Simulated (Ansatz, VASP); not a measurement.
## One calculation of CoO, two programs

Contents of INCAR:

```
ALGO = Normal ; EDIFF = 1E-7
ENCUT = 520 ; GGA = PE
ISIF = 2 ; ISMEAR = 0
ISPIN = 2 ; LASPH = T
LCHARG = F ; LMAXMIX = 4
LORBIT = 11 ; LREAL = F
LWAVE = F ; MAGMOM = 3 0
NBANDS = 18 ; NELM = 150
PREC = Accurate ; SIGMA = 0.05
```

The input KPOINTS:

```
k-points
0
Gamma
  8 8 8
```

The input POSCAR:

```
CoO
1.0
    0.0000000000      2.1315016600      2.1315016600
    2.1315016600      0.0000000000      2.1315016600
    2.1315016600      2.1315016600      0.0000000000
Co O
1 1
Direct
    0.0000000000      0.0000000000      0.0000000000
    0.5000000000      0.5000000000      0.5000000000
```

Input for Ansatz:

```yaml
crystal:
  lattice:
    - [0.0, 2.13150166, 2.13150166]
    - [2.13150166, 0.0, 2.13150166]
    - [2.13150166, 2.13150166, 0.0]
  atoms:
    - { symbol: Co, position: [0.0, 0.0, 0.0], spin: 3.0 }
    - { symbol: O, position: [0.5, 0.5, 0.5] }
basis:
  ecutwfc: 420
  ecutrho_ratio: 4
kpoints:
  mp_grid: { grid: [8, 8, 8] }
hamiltonian:
  xc: pbe
scf:
  occupations: { method: gaussian, width: 0.05 }
  lower_state_search: "off"
  max_iter: 150
output:
  forces: true
  stress: true
  eigenvalues: true
  populations: true
  hubbard: { sites: [{ site: 0, l: d }] }
magnetization:
  spin_polarized: true
```

Alike in both runs: task single point; functional PBE; k mesh 8 × 8 × 8; occupations gaussian, width 0.05 eV; collinear spin.

|  | VASP | Ansatz |
| --- | --- | --- |
| version | VASP 6.6.1 | Ansatz 0.2.0 |
| potentials or method | VASP PAW PBE potentials, release 64 (Co, O) | scalar-relativistic, plane waves, PAW |
| plane-wave cutoff (eV) | 520 | 420 |
| valence electrons in the cell | 15 | 23 |

|  | VASP | Ansatz | Ansatz less VASP |
| --- | --- | --- | --- |
| gap on the k mesh at the Fermi level (eV) | none | none | - |
| pressure (GPa) | -3.0 | -2.3 | +0.67 |
| net moment per atom (μB) | 1.43 | 1.45 | +0.020 |
| size of the moment on the site where the two differ most (μB) | 2.53 | 2.47 | -0.053 |

Site moments also hang on the region over which each program counts them. A gap of «none» marks a metal or a gap that the smearing closes. The functional is the same, so the differences come from potentials, cutoffs and numerics. The two sets of potentials don't hold the same shells in valence.

Caveats: a cell with one magnetic atom can't hold antiferromagnetic order, which such compounds often take; semilocal functionals often make such compounds metallic where correlation or magnetic order opens a gap, which also shifts bond lengths.
